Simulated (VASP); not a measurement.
# SiC (F-43m) in VASP: further runs

The runs below take SiC through relaxation of cell and atoms, with PBE.

Program: VASP 6.6.1. These are calculated values, not measurements. Logs are shortened: lines on timing, memory, paths and dates and some standing lists are left out, and cuts for length are marked.

**1. The crystal as given**

Symmetry: F-43m, No. 216, cubic system. The conventional cell has a = 4.358 Å, b = 4.358 Å, c = 4.358 Å, α = 90.00°, β = 90.00°, γ = 90.00°. Si (site symmetry -43m) is surrounded by 4 C at 1.89 Å. C (site symmetry -43m) is surrounded by 4 Si at 1.89 Å.

**2. Relaxation of cell and atoms, PBE**

INCAR

```
SYSTEM = SiC
ALGO = Normal ; EDIFF = 1E-7
EDIFFG = -0.002 ; ENCUT = 520
GGA = PE ; IBRION = 2
ISIF = 3 ; ISMEAR = 0
LASPH = .True. ; LCHARG = .False.
LREAL = .False. ; LWAVE = .False.
NELM = 80 ; NSW = 80
PREC = Accurate ; SIGMA = 0.02
```

KPOINTS

```
k-points
0
Gamma
  18 18 18
  0 0 0
```

POSCAR

```
SiC
1.0
    0.0000000000      2.1790000000      2.1790000000
    2.1790000000      0.0000000000      2.1790000000
    2.1790000000      2.1790000000      0.0000000000
Si C
1 1
Direct
    0.0000000000      0.0000000000      0.0000000000
    0.2500000000      0.2500000000      0.2500000000
```

Potentials or basis: VASP PAW PBE potentials, release 64 (Si, C).

On the command line:

```bash
> cat potpaw_PBE.64/Si/POTCAR potpaw_PBE.64/C/POTCAR > POTCAR
> mpirun -np 1 vasp_std > vasp.out
```

OUTCAR:

```text
SYSTEM = SiC
   EDIFF = 1E-7
   EDIFFG = -0.002
   ENCUT = 520
   GGA = PE
   IBRION = 2
   ISIF = 3
   ISMEAR = 0
   LASPH = .True.
   LREAL = .False.
   NELM = 80
   NSW = 80
   PREC = Accurate

 ion  position               nearest neighbor table
   1  0.000  0.000  0.000-   2 1.89   2 1.89   2 1.89   2 1.89
   2  0.250  0.250  0.250-   1 1.89   1 1.89   1 1.89   1 1.89

  LATTYP: Found a face centered cubic cell.
 ALAT       =     4.3580000000

  Lattice vectors:

 A1 = (   0.0000000000,   2.1790000000,   2.1790000000)
 A2 = (   2.1790000000,   0.0000000000,   2.1790000000)
 A3 = (   2.1790000000,   2.1790000000,   0.0000000000)

Analysis of symmetry for initial positions (statically):
=====================================================================
 Subroutine PRICEL returns:
 Original cell was already a primitive cell.

 Routine SETGRP: Setting up the symmetry group for a
 face centered cubic supercell.

 Subroutine GETGRP returns: Found 24 space group operations
 (whereof 24 operations were pure point group operations)
 out of a pool of 48 trial point group operations.

The static configuration has the point symmetry T_d .

Analysis of symmetry for dynamics (positions and initial velocities):
=====================================================================
 Subroutine PRICEL returns:
 Original cell was already a primitive cell.

 Routine SETGRP: Setting up the symmetry group for a
 face centered cubic supercell.

 Subroutine GETGRP returns: Found 24 space group operations
 (whereof 24 operations were pure point group operations)
 out of a pool of 48 trial point group operations.

The dynamic configuration has the point symmetry T_d .

 Subroutine INISYM returns: Found 24 space group operations
 (whereof 24 operations are pure point group operations),
 and found     1 'primitive' translations

----------------------------------------------------------------------------------------

                                     Primitive cell

  volume of cell :      20.6920

  direct lattice vectors                    reciprocal lattice vectors
     0.000000000  2.179000000  2.179000000    -0.229463056  0.229463056  0.229463056
     2.179000000  0.000000000  2.179000000     0.229463056 -0.229463056  0.229463056
     2.179000000  2.179000000  0.000000000     0.229463056  0.229463056 -0.229463056

  length of vectors
     3.081571352  3.081571352  3.081571352     0.397441672  0.397441672  0.397441672

  position of ions in fractional coordinates (direct lattice)
     0.000000000  0.000000000  0.000000000
     0.250000000  0.250000000  0.250000000

  ion indices of the primitive-cell ions
[... 97 lines left out ...]
  Fermi-wavevector in a.u.,A,eV,Ry     =   1.192626  2.253736 19.352338  1.422357
  Thomas-Fermi vector in A             =   2.328660
   LORBIT       =      0    0 simple, 1 ext, 2 COOP (PROOUT), +10 PAW based schemes
   GGA     = PE    functional components
   LHFCALC =     F    Hartree Fock is set to
   AEXX    =    0.0000 exact exchange contribution
   IVDW    =     0    specifies the selected vdW correction
   LEPSILON=     F    determine dielectric tensor
   LRPA    =     F    only Hartree local field effects (RPA)
 conjugate gradient relaxation of ions
 non-spin polarized calculation
 Gauss-broadening in eV      SIGMA  =   0.02
  energy-cutoff  :      520.00
  volume of cell :       20.69
 maximum number of plane-waves:       568
   NGX = 11   NGY = 11   NGZ = 11

--------------------------------------- Ionic step        1  -------------------------------------------

 number of electron       8.0000001 magnetization

 Free energy of the ion-electron system (eV)
  ---------------------------------------------------
  ext. energy  EPLUGINS =         0.00000000
  ---------------------------------------------------
  free energy    TOTEN  =       -15.05786550 eV

  energy without entropy =      -15.05786550  energy(sigma->0) =      -15.05786550

------------------------ aborting loop because EDIFF is reached ----------------------------------------

  FORCE on cell =-STRESS in cart. coord.  units (eV):
  Direction    XX          YY          ZZ          XY          YZ          ZX
  --------------------------------------------------------------------------------------
  -------------------------------------------------------------------------------------
  Total        0.4145148      0.4145148      0.4145148     -0.0000000     -0.0000000     -0.0000000
  in kB       32.0958572     32.0958572     32.0958572     -0.0000000     -0.0000000     -0.0000000
  external PRESSURE =      32.0958572 kB  Pullay stress =       0.0000000 kB
[... 59 lines left out ...]
--------------------------------------- Ionic step        3  -------------------------------------------

 number of electron       8.0000001 magnetization

 Free energy of the ion-electron system (eV)
  ---------------------------------------------------
  ext. energy  EPLUGINS =         0.00000000
  ---------------------------------------------------
  free energy    TOTEN  =       -15.06088607 eV

  energy without entropy =      -15.06088607  energy(sigma->0) =      -15.06088607

 E-fermi :   8.1093     XC(G=0): -11.2921

 val. band max:        7.9427284291   @ k =   0.0000   0.0000   0.0000
 cond. band min:       9.3133066458   @ k =   0.5000   0.5000   0.0000
 fundamental gap:      1.3705782166
 Fermi energy:         8.1092793618

 k-point     1 :       0.0000    0.0000    0.0000
  band No.  band energies     occupation
      1      -7.3456      2.00000
      2       7.9427      2.00000
      3       7.9427      2.00000
      4       7.9427      2.00000
      5      14.0046      0.00000
      6      15.1488      0.00000
      7      15.1488      0.00000
      8      15.1488      0.00000
[... 243 lines left out ...]
 k-point    24 :      -0.2222    0.0556    0.0000
  band No.  band energies     occupation
      1      -6.1966      2.00000
      2       3.9054      2.00000
      3       6.8967      2.00000
      4       7.5429      2.00000
      5      14.0341      0.00000
      6      15.6509      0.00000
      7      15.8086      0.00000
      8      17.0482      0.00000

 [... further k-points ...]

------------------------ aborting loop because EDIFF is reached ----------------------------------------

  FORCE on cell =-STRESS in cart. coord.  units (eV):
  Direction    XX          YY          ZZ          XY          YZ          ZX
  --------------------------------------------------------------------------------------
  -------------------------------------------------------------------------------------
  Total        0.0002524      0.0002524      0.0002524      0.0000000     -0.0000000      0.0000000
  in kB        0.0192620      0.0192620      0.0192620      0.0000000     -0.0000000      0.0000000
  external PRESSURE =       0.0192620 kB  Pullay stress =       0.0000000 kB
[... 17 lines left out ...]
  FREE ENERGIE OF THE ION-ELECTRON SYSTEM (eV)
  ---------------------------------------------------
  free  energy   TOTEN  =       -15.0608860741 eV

  energy  without entropy=      -15.0608860741  energy(sigma->0) =      -15.06088607

 reached required accuracy - stopping structural energy minimisation
```

OSZICAR:

```text
N       E                     dE             d eps       ncg     rms          rms(c)
DAV:   1     0.503339319119E+01    0.50334E+01   -0.41432E+03  3240   0.845E+02
DAV:   2    -0.165368175992E+02   -0.21570E+02   -0.20378E+02  4552   0.109E+02
DAV:   3    -0.169115268353E+02   -0.37471E+00   -0.37471E+00  3528   0.177E+01
[... 26 lines left out ...]
DAV:   4    -0.150608855018E+02    0.36837E-04   -0.54950E-05  3480   0.454E-02    0.170E-02
DAV:   5    -0.150608857743E+02   -0.27248E-06   -0.14211E-06  4872   0.999E-03    0.914E-03
DAV:   6    -0.150608862642E+02   -0.48986E-06   -0.12424E-07  2800   0.297E-03    0.155E-03
DAV:   7    -0.150608861241E+02    0.14009E-06   -0.21752E-08  1744   0.104E-03    0.295E-04
DAV:   8    -0.150608860741E+02    0.50029E-07   -0.20550E-09  1696   0.419E-04
   3 F= -.15060886E+02 E0= -.15060886E+02  d E =-.302057E-02
```

Run time: 31 s. Hardware: 1 thread of Intel Xeon Platinum 8488C (Sapphire Rapids), shared host; peak memory 0.15 GiB.

What came out:

| Item | Value |
| --- | --- |
| Free energy | -15.0609 eV |
| Relaxed volume | 10.50 Å³/atom |
| Relaxed cell | a = 3.097 Å, b = 3.097 Å, c = 3.097 Å, α = 60.00°, β = 60.00°, γ = 60.00° |
| Space group after relaxing (to 0.05 Å) | F-43m (No. 216) |
| Energy gained by relaxing | 1.5 meV/atom |
| Ionic steps | 3 |
| Pressure after relaxing | 0.0 GPa |
| Band gap on the k mesh | 1.37 eV, indirect (least direct gap 4.53 eV) |

Step by step:
```
step  energy change (eV)  largest force (eV/Å)  pressure (GPa)  volume (Å³)
   1              0.0000                0.0000            3.21        20.69
   2              0.0001                0.0000           -3.12        21.32
   3             -0.0030                0.0000            0.00        21.00
```

Final structure:
```
CELL_PARAMETERS angstrom
0.00000 2.18970 2.18970
2.18970 0.00000 2.18970
2.18970 2.18970 0.00000
ATOMIC_POSITIONS crystal
Si 0.00000 0.00000 0.00000
C 0.25000 0.25000 0.25000
```

Levels at points of the mesh, in eV from the valence-band top:
| k point | band 2 | band 3 | band 4 | band 5 | band 6 | band 7 |
| --- | --- | --- | --- | --- | --- | --- |
| (0.00, 0.00, 0.00) | 0.00 | 0.00 | 0.00 | 6.06 | 7.21 | 7.21 |
| (0.50, 0.00, 0.00) | -8.45 | -1.05 | -1.05 | 5.30 | 7.17 | 7.17 |
| (0.50, 0.50, 0.00) | -7.75 | -3.16 | -3.16 | 1.37 | 4.27 | 13.86 |

A k mesh can miss the band edges. PBE usually gives volumes a little too large and moduli too small.

**3. Relaxation of cell and atoms, PBE**

This run uses another cell than the first one, of 10.50 Å³/atom, 1.015 times its volume.

INCAR is that of step 2.

KPOINTS is that of step 2.

POSCAR

```
SiC                                     
1.0
   -0.0000000000      2.1897012292      2.1897012292
    2.1897012292     -0.0000000000      2.1897012292
    2.1897012292      2.1897012292     -0.0000000000
  Si              C             
     1     1
Direct
     0.0000000000000000    0.0000000000000000    0.0000000000000000
     0.2500000000000000    0.2500000000000000    0.2500000000000000
```

Potentials or basis: VASP PAW PBE potentials, release 64 (Si, C).

On the command line:

```bash
> cat potpaw_PBE.64/Si/POTCAR potpaw_PBE.64/C/POTCAR > POTCAR
> mpirun -np 1 vasp_std > vasp.out
```

OUTCAR:

```text
SYSTEM = SiC
   EDIFF = 1E-7
   EDIFFG = -0.002
   ENCUT = 520
   GGA = PE
   IBRION = 2
   ISIF = 3
   ISMEAR = 0
   LASPH = .True.
   LREAL = .False.
   NELM = 80
   NSW = 80
   PREC = Accurate

 ion  position               nearest neighbor table
   1  0.000  0.000  0.000-   2 1.90   2 1.90   2 1.90   2 1.90
   2  0.250  0.250  0.250-   1 1.90   1 1.90   1 1.90   1 1.90

  LATTYP: Found a face centered cubic cell.
 ALAT       =     4.3794024584

  Lattice vectors:

 A1 = (   0.0000000000,   2.1897012292,   2.1897012292)
 A2 = (   2.1897012292,   0.0000000000,   2.1897012292)
 A3 = (   2.1897012292,   2.1897012292,   0.0000000000)

Analysis of symmetry for initial positions (statically):
=====================================================================
 Subroutine PRICEL returns:
 Original cell was already a primitive cell.

 Routine SETGRP: Setting up the symmetry group for a
 face centered cubic supercell.

 Subroutine GETGRP returns: Found 24 space group operations
 (whereof 24 operations were pure point group operations)
 out of a pool of 48 trial point group operations.

The static configuration has the point symmetry T_d .

Analysis of symmetry for dynamics (positions and initial velocities):
=====================================================================
 Subroutine PRICEL returns:
 Original cell was already a primitive cell.

 Routine SETGRP: Setting up the symmetry group for a
 face centered cubic supercell.

 Subroutine GETGRP returns: Found 24 space group operations
 (whereof 24 operations were pure point group operations)
 out of a pool of 48 trial point group operations.

The dynamic configuration has the point symmetry T_d .

 Subroutine INISYM returns: Found 24 space group operations
 (whereof 24 operations are pure point group operations),
 and found     1 'primitive' translations

[... 116 lines left out ...]
  Fermi-wavevector in a.u.,A,eV,Ry     =   1.186798  2.242722 19.163648  1.408488
  Thomas-Fermi vector in A             =   2.322963
   LORBIT       =      0    0 simple, 1 ext, 2 COOP (PROOUT), +10 PAW based schemes
   GGA     = PE    functional components
   LHFCALC =     F    Hartree Fock is set to
   AEXX    =    0.0000 exact exchange contribution
   IVDW    =     0    specifies the selected vdW correction
   LEPSILON=     F    determine dielectric tensor
   LRPA    =     F    only Hartree local field effects (RPA)
 conjugate gradient relaxation of ions
 non-spin polarized calculation
 Gauss-broadening in eV      SIGMA  =   0.02
  energy-cutoff  :      520.00
  volume of cell :       21.00
 maximum number of plane-waves:       588
   NGX = 11   NGY = 11   NGZ = 11

 number of electron       8.0000001 magnetization

 Free energy of the ion-electron system (eV)
  ---------------------------------------------------
  ext. energy  EPLUGINS =         0.00000000
  ---------------------------------------------------
  free energy    TOTEN  =       -15.06098423 eV

  energy without entropy =      -15.06098423  energy(sigma->0) =      -15.06098423

 E-fermi :   8.1092     XC(G=0): -11.2922

 val. band max:        7.9426983578   @ k =   0.0000   0.0000   0.0000
 cond. band min:       9.3132793274   @ k =   0.5000   0.5000   0.0000
 fundamental gap:      1.3705809695
 Fermi energy:         8.1092041521

 k-point     1 :       0.0000    0.0000    0.0000
  band No.  band energies     occupation
      1      -7.3456      2.00000
      2       7.9427      2.00000
      3       7.9427      2.00000
      4       7.9427      2.00000
      5      14.0046      0.00000
      6      15.1488      0.00000
      7      15.1488      0.00000
      8      15.1488      0.00000
[... 243 lines left out ...]
 k-point    24 :      -0.2222    0.0556    0.0000
  band No.  band energies     occupation
      1      -6.1966      2.00000
      2       3.9054      2.00000
      3       6.8967      2.00000
      4       7.5429      2.00000
      5      14.0341      0.00000
      6      15.6509      0.00000
      7      15.8086      0.00000
      8      17.0481      0.00000

 [... further k-points ...]

------------------------ aborting loop because EDIFF is reached ----------------------------------------

  FORCE on cell =-STRESS in cart. coord.  units (eV):
  Direction    XX          YY          ZZ          XY          YZ          ZX
  --------------------------------------------------------------------------------------
  -------------------------------------------------------------------------------------
  Total       -0.0003614     -0.0003614     -0.0003614      0.0000000     -0.0000000      0.0000000
  in kB       -0.0275732     -0.0275732     -0.0275732      0.0000000     -0.0000000      0.0000000
  external PRESSURE =      -0.0275732 kB  Pullay stress =       0.0000000 kB

 VOLUME and BASIS-vectors are now :
 -----------------------------------------------------------------------------
  energy-cutoff  :      520.00
  volume of cell :       21.00
      direct lattice vectors                 reciprocal lattice vectors
     0.000000000  2.189701229  2.189701229    -0.228341654  0.228341654  0.228341654
     2.189701229  0.000000000  2.189701229     0.228341654 -0.228341654  0.228341654
     2.189701229  2.189701229  0.000000000     0.228341654  0.228341654 -0.228341654

 POSITION                                       TOTAL-FORCE (eV/Angst)
 -----------------------------------------------------------------------------------
      0.00000      0.00000      0.00000        -0.000000     -0.000000     -0.000000
      1.09485      1.09485      1.09485         0.000000      0.000000      0.000000
 -----------------------------------------------------------------------------------
    total drift:                                0.000000      0.000000      0.000000

  FREE ENERGIE OF THE ION-ELECTRON SYSTEM (eV)
  ---------------------------------------------------
  free  energy   TOTEN  =       -15.0609842298 eV

  energy  without entropy=      -15.0609842298  energy(sigma->0) =      -15.06098423

 reached required accuracy - stopping structural energy minimisation
```

It took 16 s on 1 thread of Intel Xeon Platinum 8488C (Sapphire Rapids), shared host; peak memory 0.15 GiB.

Results:

```
Free energy             : -15.0610 eV
Pressure after relaxing : 0.0 GPa
Band gap on the k mesh  : 1.37 eV, indirect (least direct gap 4.53 eV)
```

Final structure:
```
CELL_PARAMETERS angstrom
0.00000 2.18970 2.18970
2.18970 0.00000 2.18970
2.18970 2.18970 0.00000
ATOMIC_POSITIONS crystal
Si 0.00000 0.00000 0.00000
C 0.25000 0.25000 0.25000
```

Caveat: the relaxation stopped at its first step, so nothing moved. A k mesh can miss the band edges.
